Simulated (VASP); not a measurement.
Set up this calculation in VASP 6.6.1, as the native input.

| Item | Value |
| --- | --- |
| Task | band structure |
| Functional | PBE0 |
| Potentials or basis | VASP PAW PBE potentials, release 64 (N, B) |
| Cutoff | 520 eV |
| k mesh | 8 × 8 × 4 |
| Occupations | gaussian, width 0.02 eV |
| Spin | no spin polarisation |
| Ladder | free |
| Grid for exact exchange (PRECFOCK) | Fast |
| Exchange at q = 0 | truncated |
| Further INCAR settings | ALGO = Normal; EDIFF = 1e-07 |

The system is BN.

```
CELL_PARAMETERS angstrom
2.49824 0.00000 0.00000
-1.24912 2.16354 0.00000
0.00000 0.00000 6.63570
ATOMIC_POSITIONS crystal
N 0.66667 0.33333 0.25000
N 0.33333 0.66667 0.75000
B 0.66667 0.33333 0.75000
B 0.33333 0.66667 0.25000
```

The input as run:

POSCAR

```
BN
1.0
    2.4982400000      0.0000000000      0.0000000000
   -1.2491200000      2.1635393048      0.0000000000
    0.0000000000      0.0000000000      6.6357000000
N B
2 2
Direct
    0.6666666667      0.3333333333      0.2500000000
    0.3333333333      0.6666666667      0.7500000000
    0.6666666667      0.3333333333      0.7500000000
    0.3333333333      0.6666666667      0.2500000000
```

INCAR.step1

```
ALGO = Normal
EDIFF = 1E-5
ENCUT = 520
GGA = PE
ISIF = 2
ISMEAR = 0
KPAR = 4
LASPH = T
LCHARG = F
LREAL = F
LWAVE = T
NELM = 100
PREC = Accurate
SIGMA = 0.02
```

INCAR.step2

```
AEXX = 0.25
ALGO = Normal
EDIFF = 1E-7
ENCUT = 520
GGA = PE
HFRCUT = -1
ISIF = 2
ISMEAR = 0
ISTART = 1
KPAR = 4
LASPH = T
LCHARG = F
LHFCALC = T
LREAL = F
LWAVE = F
NELM = 100
PREC = Accurate
PRECFOCK = Fast
SIGMA = 0.02
```

KPOINTS

```
k-points
0
Gamma
  8 8 4
```

KPOINTS_OPT

```
path GMKGALHA,LM,KH
10
line-mode
reciprocal
 0.0000000000  0.0000000000  0.0000000000  G
 0.5000000000  0.0000000000  0.0000000000  M

 0.5000000000  0.0000000000  0.0000000000  M
 0.3333333333  0.3333333333  0.0000000000  K

 0.3333333333  0.3333333333  0.0000000000  K
 0.0000000000  0.0000000000  0.0000000000  G

 0.0000000000  0.0000000000  0.0000000000  G
 0.0000000000  0.0000000000  0.5000000000  A

 0.0000000000  0.0000000000  0.5000000000  A
 0.5000000000  0.0000000000  0.5000000000  L

 0.5000000000  0.0000000000  0.5000000000  L
 0.3333333333  0.3333333333  0.5000000000  H

 0.3333333333  0.3333333333  0.5000000000  H
 0.0000000000  0.0000000000  0.5000000000  A

 0.5000000000  0.0000000000  0.5000000000  L
 0.5000000000  0.0000000000  0.0000000000  M

 0.3333333333  0.3333333333  0.0000000000  K
 0.3333333333  0.3333333333  0.5000000000  H
```

Potentials or basis: VASP PAW PBE potentials, release 64 (N, B).

The run is started by

```bash
$ cat potpaw_PBE.64/N/POTCAR potpaw_PBE.64/B/POTCAR > POTCAR
$ cp INCAR.step1 INCAR
$ mpirun -np 4 vasp_std > vasp.out
$ cp INCAR.step2 INCAR
$ mpirun -np 4 vasp_std > vasp.out
```

It gave:

The pressure is 0.2 GPa. The band gap on the k mesh is 6.34 eV, indirect (least direct gap 6.84 eV). The band gap along the path is 6.31 eV, indirect (least direct gap 6.82 eV).

Caveat: the PAW data sets were made with another functional, which shifts forces and pressure a little; this functional lacks dispersion, which binds the layers, so the pressure and a relaxed spacing across them are unreliable.

It took 10 min on 4 MPI ranks on Intel(R) Xeon(R) Platinum 8488C (Sapphire Rapids), on a shared host, peak memory 0.21 GiB a rank.
